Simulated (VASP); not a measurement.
# W (Fm-3m) in VASP: notebook, part 8 of 8

VASP 6.6.1.

## 131. Equation of state, PBE, 17.23 Å³/atom

Contents of INCAR:

```
  PREC = Accurate
  ENCUT = 500
  EDIFF = 1E-5
  ISMEAR = 0
  SIGMA = 0.15
  LREAL = False
  LASPH = True
  NELM = 100
  ALGO = Normal
  ISIF = 2
  LWAVE = False
  LCHARG = False
  GGA = PE
  ADDGRID = False
```

Contents of KPOINTS:

```
Automatic mesh
0
Gamma
  15 15 15
```

Contents of POSCAR:

```
W
1.0
    0.0000000000      2.0501003171      2.0501003171
    2.0501003171      0.0000000000      2.0501003171
    2.0501003171      2.0501003171      0.0000000000
W
1
Direct
    0.0000000000      0.0000000000      0.0000000000
```

Launch:

```bash
$ cat potpaw_PBE.64/W_sv/POTCAR > POTCAR
$ mpirun -np 1 vasp_std > vasp.out
```

Wall time 8.7 s (1 thread of Intel Xeon Platinum 8488C (Sapphire Rapids), shared host); peak memory 0.15 GiB.

The run converged, but some of its settings lie outside the range that counts as converged, so its numbers aren't taken as properties of the crystal.

Results:

```yaml
Free_energy: -12.4517 eV
Pressure: -11.8 GPa
Band_gap_on_the_k_mesh: none (metal or under the smearing width)
```

## 132. Equation of state, PBE, 16.23 Å³/atom

Edit INCAR of step 131 so:

```diff
@@ -1,4 +1,4 @@
   PREC = Accurate
-  ENCUT = 500
-  EDIFF = 1E-5
+  ENCUT = 400
+  EDIFF = 1E-7
   ISMEAR = 0
```

Contents of KPOINTS:

```
Automatic mesh
0
Gamma
  17 17 17
```

Contents of POSCAR:

```
W
1.0
    0.0000000000      2.0094935475      2.0094935475
    2.0094935475      0.0000000000      2.0094935475
    2.0094935475      2.0094935475      0.0000000000
W
1
Direct
    0.0000000000      0.0000000000      0.0000000000
```

Potentials or basis: VASP PAW PBE potentials, release 64 (W_sv).

Launch:

```bash
$ cat potpaw_PBE.64/W_sv/POTCAR > POTCAR
$ mpirun -np 1 vasp_std > vasp.out
```

Run time: 12 s. Hardware: 1 thread of Intel Xeon Platinum 8488C (Sapphire Rapids), shared host; peak memory 0.14 GiB.

These settings aren't checked as converged: the numbers below hold their error.

Results:

```
Free energy            : -12.4728 eV
Pressure               : 4.6 GPa
Band gap on the k mesh : none (metal or under the smearing width)
```

## 133. Equation of state, PBE, 17.23 Å³/atom

INCAR is that of step 132.

KPOINTS is that of step 132.

Contents of POSCAR:

```
W
1.0
    0.0000000000      2.0501003171      2.0501003171
    2.0501003171      0.0000000000      2.0501003171
    2.0501003171      2.0501003171      0.0000000000
W
1
Direct
    0.0000000000      0.0000000000      0.0000000000
```

Launch:

```bash
$ cat potpaw_PBE.64/W_sv/POTCAR > POTCAR
$ mpirun -np 1 vasp_std > vasp.out
```

Run time: 13 s. Hardware: 1 thread of Intel Xeon Platinum 8488C (Sapphire Rapids), shared host; peak memory 0.14 GiB.

These settings aren't checked as converged: the numbers below hold their error.

Results:

```
Free energy            : -12.4493 eV
Pressure               : -11.4 GPa
Band gap on the k mesh : none (metal or under the smearing width)
```

## 134. Equation of state, PBE, 16.23 Å³/atom

Edit INCAR of step 133 so:

```diff
@@ -1,3 +1,3 @@
   PREC = Accurate
-  ENCUT = 400
+  ENCUT = 600
   EDIFF = 1E-7
```

Contents of KPOINTS:

```
Automatic mesh
0
Gamma
  15 15 15
```

Contents of POSCAR:

```
W
1.0
    0.0000000000      2.0094935475      2.0094935475
    2.0094935475      0.0000000000      2.0094935475
    2.0094935475      2.0094935475      0.0000000000
W
1
Direct
    0.0000000000      0.0000000000      0.0000000000
```

Launch:

```bash
$ cat potpaw_PBE.64/W_sv/POTCAR > POTCAR
$ mpirun -np 1 vasp_std > vasp.out
```

Run time: 11 s. Hardware: 1 thread of Intel Xeon Platinum 8488C (Sapphire Rapids), shared host; peak memory 0.16 GiB.

These settings aren't checked as converged: the numbers below hold their error.

What came out:

```yaml
Free_energy: -12.4779 eV
Pressure: 4.2 GPa
Band_gap_on_the_k_mesh: none (metal or under the smearing width)
```

## 135. Equation of state, PBE, 17.23 Å³/atom

INCAR is that of step 134.

KPOINTS is that of step 134.

Contents of POSCAR:

```
W
1.0
    0.0000000000      2.0501003171      2.0501003171
    2.0501003171      0.0000000000      2.0501003171
    2.0501003171      2.0501003171      0.0000000000
W
1
Direct
    0.0000000000      0.0000000000      0.0000000000
```

Potentials or basis: VASP PAW PBE potentials, release 64 (W_sv).

Launch:

```bash
$ cat potpaw_PBE.64/W_sv/POTCAR > POTCAR
$ mpirun -np 1 vasp_std > vasp.out
```

It took 12 s on 1 thread of Intel Xeon Platinum 8488C (Sapphire Rapids), shared host; peak memory 0.15 GiB.

These settings aren't checked as converged: the numbers below hold their error.

What came out:

```yaml
Free_energy: -12.4518 eV
Pressure: -11.8 GPa
Band_gap_on_the_k_mesh: none (metal or under the smearing width)
```

## 136. Equation of state, PBE, 16.23 Å³/atom

Edit INCAR of step 135 so:

```diff
@@ -1,3 +1,3 @@
   PREC = Accurate
-  ENCUT = 600
+  ENCUT = 500
   EDIFF = 1E-7
```

Contents of KPOINTS:

```
Automatic mesh
0
Gamma
  17 17 17
```

Contents of POSCAR:

```
W
1.0
    0.0000000000      2.0094935475      2.0094935475
    2.0094935475      0.0000000000      2.0094935475
    2.0094935475      2.0094935475      0.0000000000
W
1
Direct
    0.0000000000      0.0000000000      0.0000000000
```

Launch:

```bash
$ cat potpaw_PBE.64/W_sv/POTCAR > POTCAR
$ mpirun -np 1 vasp_std > vasp.out
```

It took 15 s on 1 thread of Intel Xeon Platinum 8488C (Sapphire Rapids), shared host; peak memory 0.16 GiB.

The run converged, but some of its settings lie outside the range that counts as converged, so its numbers aren't taken as properties of the crystal.

Results:

```yaml
Free_energy: -12.4727 eV
Pressure: 4.6 GPa
Band_gap_on_the_k_mesh: none (metal or under the smearing width)
```

## 137. Equation of state, PBE, 17.23 Å³/atom

INCAR is that of step 136.

KPOINTS is that of step 136.

Contents of POSCAR:

```
W
1.0
    0.0000000000      2.0501003171      2.0501003171
    2.0501003171      0.0000000000      2.0501003171
    2.0501003171      2.0501003171      0.0000000000
W
1
Direct
    0.0000000000      0.0000000000      0.0000000000
```

Launch:

```bash
$ cat potpaw_PBE.64/W_sv/POTCAR > POTCAR
$ mpirun -np 1 vasp_std > vasp.out
```

Wall time 14 s (1 thread of Intel Xeon Platinum 8488C (Sapphire Rapids), shared host); peak memory 0.16 GiB.

The run converged, but some of its settings lie outside the range that counts as converged, so its numbers aren't taken as properties of the crystal.

What came out:

```
Free energy            : -12.4492 eV
Pressure               : -11.4 GPa
Band gap on the k mesh : none (metal or under the smearing width)
```

## 138. Band structure, PBE

Contents of POSCAR:

```
W
1.0
    0.0000000000      2.0300000000      2.0300000000
    2.0300000000      0.0000000000      2.0300000000
    2.0300000000      2.0300000000      0.0000000000
W
1
Direct
    0.0000000000      0.0000000000      0.0000000000
```

Contents of INCAR.step1:

```
PREC = Accurate
ENCUT = 520
EDIFF = 1E-7
ISMEAR = -1
SIGMA = 0.05
LREAL = F
LASPH = T
NELM = 80
ALGO = Fast
ISIF = 2
LWAVE = F
LCHARG = T
LMAXMIX = 4
GGA = PE
NBANDS = 13
```

Contents of KPOINTS.step1:

```
Automatic mesh
0
Gamma
  8 8 8
```

Contents of INCAR.step2:

```
PREC = Accurate
ENCUT = 520
EDIFF = 1E-7
ISMEAR = 0
SIGMA = 0.05
LREAL = F
LASPH = T
NELM = 80
ALGO = Fast
ISIF = 2
LWAVE = F
LCHARG = F
LMAXMIX = 4
GGA = PE
NBANDS = 13
ICHARG = 11
```

Contents of KPOINTS.step2:

```
path GXWKGLUWLK,UX
20
line-mode
reciprocal
 0.0000000000  0.0000000000  0.0000000000  G
 0.5000000000  0.0000000000  0.5000000000  X

 0.5000000000  0.0000000000  0.5000000000  X
 0.5000000000  0.2500000000  0.7500000000  W

 0.5000000000  0.2500000000  0.7500000000  W
 0.3750000000  0.3750000000  0.7500000000  K

 0.3750000000  0.3750000000  0.7500000000  K
 0.0000000000  0.0000000000  0.0000000000  G

 0.0000000000  0.0000000000  0.0000000000  G
 0.5000000000  0.5000000000  0.5000000000  L

 0.5000000000  0.5000000000  0.5000000000  L
 0.6250000000  0.2500000000  0.6250000000  U

 0.6250000000  0.2500000000  0.6250000000  U
 0.5000000000  0.2500000000  0.7500000000  W

 0.5000000000  0.2500000000  0.7500000000  W
 0.5000000000  0.5000000000  0.5000000000  L

 0.5000000000  0.5000000000  0.5000000000  L
 0.3750000000  0.3750000000  0.7500000000  K

 0.6250000000  0.2500000000  0.6250000000  U
 0.5000000000  0.0000000000  0.5000000000  X
```

Potentials or basis: VASP PAW PBE potentials, release 64 (W_sv).

Launch:

```bash
$ cat potpaw_PBE.64/W_sv/POTCAR > POTCAR
$ cp INCAR.step1 INCAR
$ cp KPOINTS.step1 KPOINTS
$ mpirun -np 1 vasp_std > vasp.out
$ cp INCAR.step2 INCAR
$ cp KPOINTS.step2 KPOINTS
$ mpirun -np 1 vasp_std > vasp.out
```

Run time: 15 s. Hardware: 1 thread of Intel Xeon 6975P-C (Granite Rapids), shared host; peak memory 0.16 GiB.

It converged, with:

```yaml
Band_gap_along_the_path: none (metal or under the smearing width)
```

Levels at the corners of the path, in eV from the Fermi level:
```
point  band 5  band 6  band 7  band 8  band 9  band 10
    Γ   -8.83   -0.48   -0.48   -0.48    2.56     2.56
    X   -5.29   -4.34    3.00    4.92    5.66     5.66
    X   -5.29   -4.34    3.00    4.92    5.66     5.66
    W   -3.58   -1.93   -1.93    1.31    5.67     9.99
    W   -3.58   -1.93   -1.93    1.31    5.67     9.99
    K   -4.18   -3.15   -0.09    2.62    4.58     7.55
    K   -4.18   -3.15   -0.09    2.62    4.58     7.55
    Γ   -8.83   -0.48   -0.48   -0.48    2.56     2.56
    Γ   -8.83   -0.48   -0.48   -0.48    2.56     2.56
    L   -5.44   -0.70   -0.70    0.64    4.96     4.96
    L   -5.44   -0.70   -0.70    0.64    4.96     4.96
    U   -4.18   -3.15   -0.09    2.62    4.58     7.55
    U   -4.18   -3.15   -0.09    2.62    4.58     7.55
    W   -3.58   -1.93   -1.93    1.31    5.67     9.99
    W   -3.58   -1.93   -1.93    1.31    5.67     9.99
    L   -5.44   -0.70   -0.70    0.64    4.96     4.96
    L   -5.44   -0.70   -0.70    0.64    4.96     4.96
    K   -4.18   -3.15   -0.09    2.62    4.58     7.55
    U   -4.18   -3.15   -0.09    2.62    4.58     7.55
    X   -5.29   -4.34    3.00    4.92    5.66     5.66
```

Caveat: the log is that of the step along the path at fixed density, whose energy, stress, charges and moments have no meaning; spin-orbit coupling is left out, which moves the levels of the heavy elements.
